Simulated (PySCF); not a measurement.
Dipole moment and polarisability of γ-butyrolactone

Species: γ-butyrolactone, C4H6O2.
Cartesian coordinates in Å at the GFN2-xTB level; atoms count from 1:
```xyz
12
C4H6O2 angstrom
O     -1.776    1.899    0.312
C     -0.889    1.107    0.193
C     -1.002   -0.412    0.215
C      0.333   -0.866   -0.365
C      1.243    0.328   -0.049
O      0.393    1.463    0.024
H     -1.127   -0.723    1.254
H     -1.872   -0.740   -0.348
H      0.253   -1.001   -1.444
H      0.708   -1.785    0.077
H      1.993    0.519   -0.817
H      1.744    0.210    0.919
```

Level: wB97X-D/def2-SVPD (PySCF), static field, nuclei fixed, core orbitals frozen in the response. The polarisability tensor in these axes (au):

```
x   58.29 -4.47 -2.32
y   -4.47 52.85  1.28
z   -2.32  1.28 42.12
```

Task: Give the principal values, the mean and the anisotropy Δα = √{½[(α1 − α2)² + (α2 − α3)² + (α1 − α3)²]}.

Result: Principal values 41.75, 50.34 and 61.18 au; mean 51.09 au = 7.57 Å³ = 8.42 × 10⁻⁴⁰ C²·m²/J; Δα = 16.86 au (33 % of the mean).

Task: What is the dipole moment, and where does it point?

Result: (2.50, -4.13, -0.35) D, 4.85 D in size, pointing from the negative to the positive side. Measured along this direction, the outermost atoms are O1 at the negative end and H10 at the positive end.

Task: How large is μ²/3kT at 298 K beside α?

Result: In Gaussian units μ²/3kT = 190.26 Å³ against 7.57 Å³, a ratio of 25.13; the Debye molar polarisation (4π/3)N_A(α + μ²/3kT) is 499.0 cm³/mol, leaving out the vibrational part.

Task: Find the Langevin capture rate constant for NO+ (29.998 u) meeting this molecule (86.037 u), k = 2.342 × 10⁻⁹ cm³/s × √(α in Å³ / reduced mass in u).

Result: The reduced mass is 22.24 u, so k = 1.37 × 10⁻⁹ cm³/s. The formula leaves out the permanent dipole, which adds to the capture rate.

Task: What are the principal values of the traceless quadrupole moment, Θ = ½Σq(3rr − r²1), about the centre of nuclear charge?

Result: -7.60, 2.86, 4.74 D·Å. The values depend on the origin, since the dipole doesn't vanish. The electronic extent ⟨r²⟩ about the same centre is 497 bohr², a root-mean-square distance of 1.74 Å for the 46 electrons.

Isolated species at its GFN2-xTB geometry (one conformer only).
